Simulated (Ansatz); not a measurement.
The system is Sn.

```
Sn
1.0
     0.00000    3.23334    3.23334
     3.23334    0.00000    3.23334
     3.23334    3.23334    0.00000
Sn
2
Direct
  0.75000 0.75000 0.75000
  0.50000 0.50000 0.50000
```

This isn't the form of Sn at room conditions, which is tetragonal (white tin).

A run of Ansatz 0.2.0 on this cell left the log below. Logs are shortened: lines on timing, memory, paths and dates and some standing lists are left out, and cuts for length are marked.

```text
Warning: RAYON_NUM_THREADS=2 ignored (pool sized by the plan → 2); use --threads N
scf.n_extra_bands = 6 over 14 filled bands (N_el = 28.0): the run solves 20 bands
Engine: ansatz 0.2.0, aarch64-unknown-linux-gnu
Pseudopotentials: kind: paw
Pseudopotential: Sn, paw, valence charge 14, recommended cutoff 420 eV (normal), Sn.paw.azcp
Functional definition: PBEsol
  exchange = pbesol_x
  correlation = pbesol_c
Crystal: 2 atoms, lattice volume = 67.606 Å³
Basis set: ecut = 420 eV, 1363 PW (Γ), exchange–correlation on 64×64×64 points (8 copies of the dense FFT grid, shifted against one another)
Bands: 20, of which v1, the nominal top of the filled ones, is band 14 counted from 1 (13 counted from 0)
Symmetry: 48 space group operations
Space group: Fd-3m (ITA 227), of the structure as read, at distance tolerance 4.1e-5 Å
k-points: 20 of 343
Non-local potential: Sn, projectors of the file, l = 0: 2, l = 1: 2, l = 2: 2, l = 3: 2
PAW form: soft (Blöchl's): semilocal exchange-correlation on the pseudo side does not see the compensation charge
PAW frozen core: Sn, regenerated for the run's functional, and the local potential with it (the file was generated under x = pbe(κ = 0.804, μ = 0.2195149727645171), c = pbe(β = 0.06672455060314922))
PAW one-centre angular grid: Sn, 590 points (default); XC on 64 Gauss nodes
Initial density: superposition of atomic densities (neutral atoms: chi_scale 0, normalization atom), corrected by the library's trained network
Initial wavefunctions: pseudopotential atomic-orbital guess
Functional: x = pbesol(κ = 0.804, μ = 0.12345679012345678), c = pbesol(β = 0.046)
SCF iter   1: F=—  HF=-11899.482712 eV  |F-HF|=—  |Δ(HF+E_count)|=         —  Δρ=2.26e-3  dr2=3.24e-3  ethr=1.77e-3  ⟨swp⟩=6.3  Hψ=2184  notcnv=0
preconditioner: auto → none  [insulator: Δε(μ)=0.269 eV  Ē_g=21.442 eV  σ=0.050 eV  W_gap=0.73  n_scr=14 (ndim 8)  ℏωp=23.9 eV  f_vac=0.091  D(μ)=0.22/eV (n_scr^D=0)  ε∞_Penn≈2.2]
SCF iter   2: F=—  HF=-11899.479852 eV  |F-HF|=—  |Δ(HF+E_count)|=   2.86e-3  Δρ=9.13e-4  dr2=3.81e-4  ethr=1.16e-5  ⟨swp⟩=3.0  Hψ=909  notcnv=0  defer=17
SCF iter   3: F=—  HF=-11899.480002 eV  |F-HF|=—  |Δ(HF+E_count)|=   1.50e-4  Δρ=2.06e-4  dr2=2.85e-5  ethr=1.36e-6  ⟨swp⟩=2.0  Hψ=653  notcnv=0  defer=17
SCF iter   4: F=—  HF=-11899.480012 eV  |F-HF|=—  |Δ(HF+E_count)|=   1.00e-5  Δρ=1.67e-4  dr2=1.24e-5  ethr=1.02e-7  ⟨swp⟩=2.0  Hψ=653  notcnv=0  defer=17
SCF iter   5: F=—  HF=-11899.480008 eV  |F-HF|=—  |Δ(HF+E_count)|=   3.55e-6  Δρ=7.21e-5  dr2=2.38e-6  ethr=4.41e-8  ⟨swp⟩=2.2  Hψ=657  notcnv=0  defer=17
SCF iter   6: F=—  HF=-11899.480007 eV  |F-HF|=—  |Δ(HF+E_count)|=   9.90e-7  Δρ=1.64e-5  dr2=1.21e-7  ethr=8.48e-9  ⟨swp⟩=2.0  Hψ=650  notcnv=0  defer=17
SCF iter   7: F=-11899.480007 eV  HF=-11899.480007 eV  |F-HF|=3.15e-9  |Δ(HF+E_count)|=   5.80e-8  Δρ=2.55e-6  dr2=2.97e-9  ethr=3.57e-10  ⟨swp⟩=8.4  Hψ=2096  notcnv=0
SCF 1 converged in 7 iterations: F = -11899.480007 eV  dr2 = 2.97e-9
  greatest PAW one-centre occupation: 0.991 electrons in one spin orbital (limit 2), on the Sn atom at site 1 (counted from 0), in its partial waves of l = 2
NSCF: frozen V_eff on 142 k-points
SCF converged after 7 iterations
Free energy (F): -11899.480007 eV
Harris-Foulkes:  -11899.480007 eV  (|F-HF|=3.15e-9)
Internal energy: -11899.478044 eV  (E = F + TS)
E sigma→0 (E₀):  -11899.479026 eV
Entropy (-TS):   -0.001963 eV (-0.981 meV/atom)
Fermi energy:    7.753621 eV
--- Per-component energies (eV) ---
  E_band       = -247.823220
  E_kinetic    = 375.992425
  E_local      = -2291.595523  (includes V_loc(G=0)·N_el)
  E_nonlocal   = -60.292286
  E_hartree    = 1317.895916
  E_xc         = -757.689853
  E_vxc        = -193.117252  (∫ρ·V_xc dr)
  E_paw        = -8133.335725  (= ΣΔE_a)
  E_vpaw       = -714.605938  (= ΣTr[D̂ρ^β])
  E_aug_tail   = -0.000001  (compensation charges beyond the density's cutoff)
  E_ewald      = -2351.022677
  E_core_change = 0.569680  (= ΣΔE_core)
  E_smearing   = -0.001963  (= −TS)
  E_closure    = -0.000000  (closes the sum)
  Σ components = -11899.480007   (vs F -11899.480007, Δ=0.00e0)
--- Forces (eV/Å), atoms counted from 1 ---
  atom   1  Sn     0.00000000    -0.00000000     0.00000000
  atom   2  Sn    -0.00000000     0.00000000     0.00000000
  max |Σ_I F_I| component: 9.25e-18 eV/Å
--- Stress (GPa, compression-positive) ---
        1.548611      -0.000000      -0.000000
       -0.000000       1.548611       0.000000
       -0.000000      -0.000000       1.548611
  P = ⅓ Tr σ = 1.5486 GPa (15.486 kbar)
--- Band table (eV; the first three rows and the last of 20) ---
  k-point 0: bands = ["-13.8310", "-13.8310", "-13.8310", "-13.7687", "-13.7687", "-13.4487", "-13.4487", "-13.4487", "-13.4380", "-13.4380", "-2.8876", "7.1963", "7.9013", "7.9013", "7.9013", "9.9643", "9.9643", "9.9643", "12.6811", "15.7985"]
  k-point 1: bands = ["-13.8445", "-13.8445", "-13.8260", "-13.7492", "-13.7492", "-13.4745", "-13.4745", "-13.4550", "-13.4157", "-13.4157", "-2.6883", "5.3619", "7.5426", "7.5426", "8.3963", "10.4220", "10.4220", "10.8608", "13.6368", "14.7844"]
  k-point 2: bands = ["-13.8606", "-13.8606", "-13.8144", "-13.7215", "-13.7215", "-13.4983", "-13.4983", "-13.4698", "-13.3984", "-13.3984", "-2.1215", "3.2568", "7.0196", "7.0196", "8.0555", "10.9574", "10.9574", "12.8326", "13.8847", "14.8039"]
  k-point 19: bands = ["-13.9065", "-13.8934", "-13.7201", "-13.6497", "-13.6300", "-13.5965", "-13.5905", "-13.5358", "-13.3599", "-13.3471", "-0.1459", "0.7565", "4.4145", "5.2440", "9.9912", "11.7363", "12.3310", "12.3353", "15.5472", "16.5353"]
```

Question: Write the input and the command behind it.

Answer: Band structure with PBEsol, no spin polarisation. The files as run (others can give the same):

input.yaml
```yaml
crystal:
  lattice:
    - [0.0, 3.2333428, 3.2333428]
    - [3.2333428, 0.0, 3.2333428]
    - [3.2333428, 3.2333428, 0.0]
  atoms:
    - { symbol: Sn, position: [0.75, 0.75, 0.75] }
    - { symbol: Sn, position: [0.5, 0.5, 0.5] }
hamiltonian:
  xc: pbesol
  pseudopotentials: { kind: paw }
kpoints:
  mp_grid: { grid: [7, 7, 7] }
  band_path:
    path:
      - [[0.0, 0.0, 0.0], [0.5, 0.0, 0.5], [0.5, 0.25, 0.75], [0.375, 0.375, 0.75], [0.0, 0.0, 0.0], [0.5, 0.5, 0.5], [0.625, 0.25, 0.625], [0.5, 0.25, 0.75], [0.5, 0.5, 0.5], [0.375, 0.375, 0.75]]
      - [[0.625, 0.25, 0.625], [0.5, 0.0, 0.5]]
    npoints: 14
scf:
  occupations: { method: fermi_dirac, width: 0.05 }
  n_extra_bands: 6
output:
  forces: true
  stress: true
  eigenvalues: true
  fatbands: true
```

Potentials or basis: Ansatz PAW.
Run with:
```sh
$ ansatz run input.yaml --threads 2 --pin off --max-ram 5632MiB --backend cpu --events-out ev --progress --plain --runs-dir out
```

Caveat: spin-orbit coupling is left out, which moves the levels of the heavy elements; the PAW data sets come from PBE, with cores solved anew for the run's functional, which leaves a small shift of forces and pressure.
